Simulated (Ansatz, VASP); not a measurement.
# Cross-check of TaAgS3 between VASP and Ansatz

Wanted: the spread between two codes on one cell, functional and k mesh. The cell is generated by rule, not measured, and may not be a known phase. The cell is taken from a series of runs on this material, whose earlier steps may have relaxed, scaled, displaced or heated it; both programs get it as it stands.

Calculated with Ansatz 0.2.0; plane waves, with VASP 6.6.1 beside it; relaxation of cell and atoms at PBE.

The structure was built from a prototype and need not be the compound's stable phase.

## (1) The starting structure

It takes space group I4/mmm (No. 139, tetragonal). The conventional cell has a = 6.805 Å, b = 6.805 Å, c = 9.623 Å, α = 90.00°, β = 90.00°, γ = 90.00°. Nearest to Ag lie 12 S at 3.40 Å. Nearest to Ta lie 6 S at 2.39 to 2.45 Å. Ta has 6 S at 2.37 to 2.43 Å nearest. Nearest to S lie 2 Ta at 2.39 to 2.43 Å. S has 2 Ta at 2.37 to 2.45 Å nearest. Farther neighbours and most contacts between anions are not listed.

## (2) Ansatz: relaxation of cell and atoms, PBE

Ansatz runs on its default PAW (the set named soft_2) files.

The relaxed volume is the usual yardstick between codes: in a stiff, nearly cubic crystal its relative difference is about their pressure difference at one cell divided by the bulk modulus.

input.yaml

```yaml
crystal:
  lattice:
    - [4.8116307016, 4.8116307016, 0.0]
    - [4.8116307016, 0.0, 4.8116307016]
    - [4.8116307016, 0.0, -4.8116307016]
  atoms:
    - { symbol: Ag, position: [0.0, 0.5, 0.5] }
    - { symbol: Ag, position: [0.0, 0.0, 0.0] }
    - { symbol: Ta, position: [0.5, 0.25, 0.75] }
    - { symbol: Ta, position: [0.5, 0.75, 0.25] }
    - { symbol: S, position: [0.5, 0.0020782975, 0.9979217025] }
    - { symbol: S, position: [0.5, 0.4979217025, 0.5020782975] }
    - { symbol: S, position: [0.00831319, -0.004156595, 0.495843405] }
    - { symbol: S, position: [-0.00831319, 0.504156595, 1.004156595] }
    - { symbol: S, position: [0.5, 0.4979217025, 0.9979217025] }
    - { symbol: S, position: [0.5, 0.0020782975, 0.5020782975] }
kpoints:
  mp_grid: { grid: [8, 8, 8] }
hamiltonian:
  xc: pbe
scf:
  occupations: { method: methfessel_paxton, width: 0.2 }
output:
  forces: true
  stress: true
  eigenvalues: true
relax:
  adjacent_minimum: "off"
  f_tol: 0.002
  max_steps: 120
  cell: { stress_tol: 0.03 }
```

Launch:

```
$ ansatz run input.yaml --threads 8 --pin off --max-ram 14336MiB --backend cpu --events-out ev --progress --plain --runs-dir out
```

Numbers of over 12 decimals in the logs are rounded to 6 here.

What it wrote:

```text
Engine: ansatz 0.2.0, aarch64-unknown-linux-gnu
Pseudopotentials: kind: paw
Pseudopotential: Ag, paw, valence charge 19, recommended cutoff 420 eV (normal), Ag.paw.azcp
Pseudopotential: Ta, paw, valence charge 13, recommended cutoff 420 eV (normal), Ta.paw.azcp
Pseudopotential: S, paw, valence charge 6, recommended cutoff 420 eV (normal), S.paw.azcp
Functional definition: PBE
  parameter kappa = 0.804
  parameter beta = 0.066725
  exchange = pbe_x(kappa = kappa, mu = beta*pi^2/3)
  correlation = pbe_c(beta = beta)
Crystal: 10 atoms, lattice volume = 222.796 Å³
Basis set: ecut = 420 eV, 4285 PW (Γ), exchange–correlation on 96×96×96 points (8 copies of the dense FFT grid, shifted against one another)
Bands: 60, of which v1, the nominal top of the filled ones, is band 50 counted from 1 (49 counted from 0)
Symmetry: 16 space group operations
Space group: I4/mmm (ITA 139), of the structure as read, at distance tolerance 6.1e-5 Å
k-points: 59 of 512
Non-local potential: Ag, projectors of the file, l = 0: 3, l = 1: 2, l = 2: 2, l = 3: 1
Non-local potential: Ta, projectors of the file, l = 0: 3, l = 1: 2, l = 2: 2, l = 3: 1
Non-local potential: S, projectors of the file, l = 0: 2, l = 1: 2, l = 2: 2
PAW form: soft (Blöchl's): semilocal exchange-correlation on the pseudo side does not see the compensation charge
PAW one-centre angular grid: Ag, 590 points (default); XC on 64 Gauss nodes
PAW one-centre angular grid: Ta, 590 points (default); XC on 64 Gauss nodes
PAW one-centre angular grid: S, 110 points (default); XC on 64 Gauss nodes
Initial density: superposition of atomic densities (neutral atoms: chi_scale 0, normalization atom), corrected by the library's trained network
Initial wavefunctions: pseudopotential atomic-orbital guess
Functional: x = pbe(κ = 0.804, μ = 0.219515), c = pbe(β = 0.066725)
SCF iter   1: F=—  HF=-40460.467601 eV  |F-HF|=—  |Δ(HF+E_count)|=         —  Δρ=3.51e-3  dr2=4.64e-2  ethr=1.77e-3  ⟨swp⟩=5.8  Hψ=12410  notcnv=0
preconditioner: auto → Kerker (q_TF=auto, 2.387 Å⁻¹)  [metal: Δε(μ)=0.017 eV  Ē_g=6.697 eV  σ=0.200 eV  W_gap=0.07  n_scr=58 (ndim 8)  ℏωp=20.5 eV  f_vac=0.004  D(μ)=2.78/eV (n_scr^D=14)]
SCF iter   2: F=—  HF=-40460.462642 eV  |F-HF|=—  |Δ(HF+E_count)|=   4.96e-3  S|Δr|=    0.00e0  Δρ=2.11e-3  dr2=2.39e-2  ethr=4.64e-5  ⟨swp⟩=2.0  Hψ=4276  notcnv=0
SCF iter   3: F=—  HF=-40460.456543 eV  |F-HF|=—  |Δ(HF+E_count)|=   6.10e-3  S|Δr|=    0.00e0  Δρ=4.91e-4  dr2=1.33e-3  ethr=2.39e-5  ⟨swp⟩=2.0  Hψ=4962  notcnv=0
SCF iter   4: F=—  HF=-40460.456308 eV  |F-HF|=—  |Δ(HF+E_count)|=   2.35e-4  S|Δr|=    0.00e0  Δρ=2.00e-4  dr2=1.78e-4  ethr=1.33e-6  ⟨swp⟩=2.2  Hψ=5155  notcnv=0
SCF iter   5: F=—  HF=-40460.456292 eV  |F-HF|=—  |Δ(HF+E_count)|=   1.62e-5  S|Δr|=    0.00e0  Δρ=8.68e-5  dr2=1.35e-5  ethr=1.78e-7  ⟨swp⟩=2.0  Hψ=4955  notcnv=0  defer=2
SCF iter   6: F=—  HF=-40460.456219 eV  |F-HF|=—  |Δ(HF+E_count)|=   7.27e-5  S|Δr|=    0.00e0  Δρ=2.80e-5  dr2=1.38e-6  ethr=1.35e-8  ⟨swp⟩=2.0  Hψ=6158  notcnv=0  defer=2
SCF iter   7: F=-40460.456220 eV  HF=-40460.456220 eV  |F-HF|=7.44e-8  |Δ(HF+E_count)|=   2.31e-7  S|Δr|=    0.00e0  Δρ=5.20e-6  dr2=7.06e-8  ethr=1.00e-10  ⟨swp⟩=7.9  Hψ=17511  notcnv=0
SCF 1 converged in 7 iterations: F = -40460.456220 eV  dr2 = 7.06e-8
  greatest PAW one-centre occupation: 1.000 electrons in one spin orbital (limit 2), on the Ag atom at site 1 (counted from 0), in its partial waves of l = 0
relax step   1: F+E_penalty+E_count = -40460.45621959 eV  Δ(F+E_penalty+E_count) = +0.000e0 eV  max|allowed force component| = 1.853e-2 eV/Å  Δτ_max = 0.0000 Å  P = +0.012 GPa  Ω = 222.796 Å³  (7 SCF iters, dr2 threshold 1.00e-7 eV, accepted)
[...]
relax step   6: F+E_penalty+E_count = -40460.45637330 eV  Δ(F+E_penalty+E_count) = +7.126e-7 eV  max|allowed force component| = 6.354e-5 eV/Å  Δτ_max = 0.0002 Å  P = +0.000 GPa  Ω = 222.885 Å³  energy of the carried Pulay correction = -1.626e-5 eV  (5 SCF iters, dr2 threshold 5.56e-10 eV, accepted)
[...]
relax step   7: F+E_penalty+E_count = -40460.45638148 eV  Δ(F+E_penalty+E_count) = -8.185e-6 eV  max|allowed force component| = 6.533e-5 eV/Å  Δτ_max = 0.0000 Å  P = +0.000 GPa  Ω = 222.885 Å³  stress off target by 2.64e-4 GPa  SCF on the basis re-selected at this cell (its energy is not comparable with the rows above)  (4 SCF iters)
basis re-selected at this cell: Δ(F+E_penalty+E_count) = -8.185e-6 eV, ΔP = +0.000 GPa vs the last step (what re-selecting the basis moved, of the pressure what is left beyond the Pulay correction that the steps carried, after the strain that the cell walked since its last selection, with what the two solves' SCF thresholds leave and, on support functions, any second-order correction that the steps lacked; it is no m [...]
SCF converged after 4 iterations
Stability not checked: this state was not tested for a lower state beside it, because cold or Methfessel-Paxton smearing, or corrected tetrahedra, fill the levels in a way that the test cannot read (fill_not_monotonic; see scf.lower_state_search)
Free energy (F): -40460.456381 eV
Harris-Foulkes:  -40460.456381 eV  (|F-HF|=7.28e-12)
Internal energy: -40460.464448 eV  (E = F + TS)
E sigma→0 (E₀):  -40460.458398 eV
Entropy (-TS):   0.008066 eV (0.807 meV/atom)
Fermi energy:    8.159860 eV
Step filling:    the computed levels leave a gap of 0.0140 eV = 0.1 smearing widths at the electron count; against every level under it full and every level over it empty, smearing changes F+E_penalty+E_count by +4.213 meV and its σ→0 estimate by +2.197 meV
--- Per-component energies (eV) ---
  E_band       = -1220.313113
  E_kinetic    = 2423.317342
  E_local      = -9189.284279  (includes V_loc(G=0)·N_el)
  E_nonlocal   = 367.871244
  E_hartree    = 3829.646903
  E_xc         = -1380.939729
  E_vxc        = -1390.747250  (∫ρ·V_xc dr)
  E_paw        = -28206.884126  (= ΣΔE_a)
  E_vpaw       = -1090.765090  (= ΣTr[D̂ρ^β])
  E_aug_tail   = 0.000923  (compensation charges beyond the density's cutoff)
  E_ewald      = -8304.192726
  E_smearing   = 0.008066  (= −TS)
  E_closure    = 0.000000  (closes the sum)
  Σ components = -40460.456381   (vs F -40460.456381, Δ=0.00e0)
--- Forces (eV/Å), atoms counted from 1 ---
  atom   1  Ag    -0.00000000    -0.00000000     0.00000000
  atom   2  Ag     0.00000000     0.00000000    -0.00000000
  atom   3  Ta     0.00000000    -0.00000000     0.00000000
  atom   4  Ta     0.00000000    -0.00000000     0.00000000
  atom   5  S      0.00000000     0.00000000    -0.00000403
  atom   6  S     -0.00000000    -0.00000000     0.00000403
  atom   7  S     -0.00000000    -0.00006533     0.00000000
  atom   8  S      0.00000000     0.00006533     0.00000000
  atom   9  S      0.00000403     0.00000000     0.00000000
  atom  10  S     -0.00000403    -0.00000000     0.00000000
  max |Σ_I F_I| component: 3.46e-18 eV/Å
--- Stress (GPa, compression-positive) ---
        0.000128      -0.000000      -0.000000
       -0.000000       0.000264       0.000000
       -0.000000       0.000000       0.000128
  P = ⅓ Tr σ = 0.0002 GPa (0.002 kbar)
--- Band table (eV; the first three rows and the last of 59) ---
  k-point 0: bands = [... 46 lower, 7.4067, 7.6420, 7.6420, 7.6978, 8.2348, 8.2882, 8.2882, 8.3275, ... 6 higher]
  k-point 1: bands = [... 46 lower, 7.2304, 7.9228, 7.9642, 8.0685, 8.1564, 8.2610, 8.2934, 8.4639, ... 6 higher]
  k-point 2: bands = [... 46 lower, 7.1040, 7.8806, 7.9134, 7.9722, 8.2845, 8.6919, 8.7129, 8.8114, ... 6 higher]
  k-point 58: bands = [... 46 lower, 6.9137, 7.4572, 7.4572, 7.6825, 8.3010, 9.6728, 10.1980, 10.5325, ... 6 higher]
--- Relaxed structure (6 steps of the walk, 5 accepted, 1 SCFs on fresh bases) ---
  F+E_penalty+E_count = -40460.45638148 eV   max|allowed force component| = 6.533e-5 eV/Å   (the final SCF, on the basis selected at the relaxed cell)
  cell:  # Å, volume = 222.8851 Å³
    - [4.810772, 4.815280, 0]
    - [4.810772, 0.0, 4.810772]
    - [4.810772, 0.0, -4.810772]
  atoms:
    - { symbol: Ag, position: [0, 0.500000, 0.500000] }
    - { symbol: Ag, position: [0, 0, 0] }
    - { symbol: Ta, position: [0.5, 0.25, 0.75] }
    - { symbol: Ta, position: [0.5, 0.75, 0.25] }
    - { symbol: S, position: [0.5, 0.00230098, 0.997699] }
    - { symbol: S, position: [0.5, 0.497699, 0.502301] }
    - { symbol: S, position: [0.00922599, -0.00461299, 0.495387] }
    - { symbol: S, position: [-0.00922599, 0.504613, 1.004613] }
    - { symbol: S, position: [0.5, 0.497699, 0.997699] }
    - { symbol: S, position: [0.5, 0.00230098, 0.502301] }
```

In the SCF lines HF is the Harris–Foulkes energy and dr2 the Hartree energy of the density residual, in eV; the loop may stop once dr2 is under the threshold and the program's other checks hold. Hψ counts applications of the Hamiltonian.

(Continued in part 2 of 2.)

[Lines on the potential files, build, host, timing and source positions are cut from VASP's logs without a mark.]

[Logs are printed without paths, hosts, clocks, repeated set-up lines and the standing remarks that a program may print on its own settings, such as how far it seeks lower states.]

[Hosts, paths, dates, database ids (printed as entryN), source tags and the programs' standing remarks are cut or masked in the printed files.]
